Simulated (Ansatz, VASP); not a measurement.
**HfN in VASP and in Ansatz**

File INCAR:

```
  PREC = Accurate
  ENCUT = 520
  EDIFF = 1E-6
  ISMEAR = -1
  SIGMA = 0.05
  LREAL = False
  LASPH = True
  NELM = 80
  ALGO = Normal
  ISIF = 2
  LWAVE = False
  LCHARG = False
  GGA = PS
  NBANDS = 14
```

KPOINTS

```
Automatic mesh
0
Gamma
  7 7 7
```

The input POSCAR:

```
HfN
1.0
    0.0000000000      2.4548220000      2.4548220000
    2.4548220000      0.0000000000      2.4548220000
    2.4548220000      2.4548220000      0.0000000000
Hf N
1 1
Direct
    0.0000000000      0.0000000000      0.0000000000
    0.2500000000      0.2500000000      0.2500000000
```

File input.yaml:

```yaml
crystal:
  lattice:
    - [0.0, 2.454822, 2.454822]
    - [2.454822, 0.0, 2.454822]
    - [2.454822, 2.454822, 0.0]
  atoms:
    - { symbol: Hf, position: [0.0, 0.0, 0.0] }
    - { symbol: "N", position: [0.25, 0.25, 0.25] }
kpoints:
  mp_grid: { grid: [7, 7, 7] }
  band_path:
    path:
      - [0.0, 0.0, 0.0]
      - [0.5, 0.0, 0.5]
      - [0.5, 0.25, 0.75]
      - [0.375, 0.375, 0.75]
      - [0.0, 0.0, 0.0]
      - [0.5, 0.5, 0.5]
      - [0.625, 0.25, 0.625]
      - [0.5, 0.25, 0.75]
    npoints: 12
scf:
  occupations: { method: fermi_dirac, width: 0.05 }
hamiltonian:
  xc: pbesol
  pseudopotentials: { kind: all_electron, lapw: { basis_error: 0.001 } }
output:
  forces: true
  stress: true
  eigenvalues: true
```

Alike in both runs: functional PBEsol; k mesh 7 × 7 × 7; occupations fermi-dirac, width 0.05 eV; no spin polarisation.

|  | VASP | Ansatz |
| --- | --- | --- |
| version | VASP 6.6.1 | Ansatz 0.2.0 |
| potentials or method | VASP PAW PBE potentials, release 64 (Hf_pv, N) | all-electron LAPW, scalar-relativistic |
| plane-wave cutoff (eV) | 520 | see its input |
| task | single point | band structure |

|  | VASP | Ansatz | Ansatz less VASP |
| --- | --- | --- | --- |
| gap on the k mesh at the Fermi level (eV) | none | none | - |
| pressure (GPa) | -5.9 | -5.0 | +0.95 |

A gap of «none» marks a metal or a gap that the smearing closes. Ansatz ran all-electron here, so the differences hold the error of VASP's frozen core and of both bases.

Caveats: the PAW data sets were made with another functional, which shifts forces and pressure a little (VASP); the k mesh is thin for a metal, which can move the energy by tens of meV per atom (Ansatz); spin-orbit coupling is left out, which moves the levels of the heavy elements (Ansatz). The runs have no spin-orbit coupling, so splittings on Hf are missing.
